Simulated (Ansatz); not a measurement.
All numbers below come from DFT PBE, scalar-relativistic, plane waves, PAW in Ansatz. Settings: cutoff 420 eV, Γ-centred meshes spaced at most about 0.3 Å⁻¹ (2π included), Gaussian smearing. No spin polarisation in the final relaxations.

All energies are static (0 K, no zero-point motion). All come from trial cells, and lower structures may exist.

Question: Order these relaxed structures of C by energy, lowest first, with the energy over the lowest of them.
1.

```xyz
5
Lattice="-1.8061 1.8061 2.9399 1.8061 -1.8061 2.9399 1.8061 1.8061 -2.9399" Properties=species:S:1:pos:R:3 pbc="T T T"
C     0.0000    0.0000    0.0000
C     0.0000    0.7520    4.5908
C     0.7520    0.0000    1.2891
C     1.0541    1.8061   -1.6509
C     1.8061    1.0541    1.6509
```

2.

```xyz
8
Lattice="-3.2931 3.2931 1.6933 3.2931 -3.2931 1.6933 3.2931 3.2931 -1.6933" Properties=species:S:1:pos:R:3 pbc="T T T"
C     0.0000    5.5542    0.1313
C     0.0000    1.0320    0.1313
C     1.0320    3.2931    0.9779
C    -1.0320    3.2931    0.9779
C     0.0000    2.2611    0.7154
C     0.0000    4.3250    0.7154
C     2.2611    3.2931    1.5620
C    -2.2611    3.2931    1.5620
```

3.

```xyz
10
Lattice="2.5197 0.0000 0.0000 -1.2598 2.1821 0.0000 0.0000 0.0000 10.3674" Properties=species:S:1:pos:R:3 pbc="T T T"
C     0.0000    1.4547    1.2893
C     0.0000    1.4547    5.4452
C     1.2598    0.7274    7.5328
C     0.0000    0.0000    9.5942
C     1.2598    0.7274    3.3542
C     0.0000    1.4547    7.0131
C     0.0000    0.0000    0.7732
C     1.2598    0.7274    9.0781
C     0.0000    1.4547    2.8345
C     1.2598    0.7274    4.9221
```

4.

```xyz
9
Lattice="3.6691 0.0000 0.0000 -0.1419 4.0660 0.0000 -0.1686 -2.0401 3.8219" Properties=species:S:1:pos:R:3 pbc="T T T"
C     1.7551    0.5304    2.3994
C     0.7065   -0.5513    2.6058
C     2.9893   -0.2383    1.9606
C     1.4960    1.5009    1.2277
C     2.6477    2.3228    1.8953
C     0.3893    2.5040    1.4049
C     2.2151    1.7326    3.2842
C     1.2267    0.6221    0.0017
C    -0.1330    3.7464    0.5081
```

Answer: 3 (0 meV/atom), 2 (540 meV/atom), 4 (616 meV/atom), 1 (683 meV/atom). Forms: 3 P-3m1; 2 I4_1/amd; 4 P1; 1 I-4m2. Counting all near atoms (those within 1.25 times the shortest such distance or 1.15 times the sum of covalent radii; a plus sign parts nearer from farther groups; a slash parts the counts of unlike sites): cell 3 has C 4; cell 2 has C 3; cell 4 has C 4/4+1; cell 1 has C 4.

Cells relaxed within their symmetry can be saddle points. The part of the Crystallography Open Database at hand lists C in space groups No. 58, 69, 71, 141, 166 and others; sharing a group (I4_1/amd) doesn't make a cell the listed structure. Some structure types and database cells were kept out of the candidates from the start, so a known form may be missing.
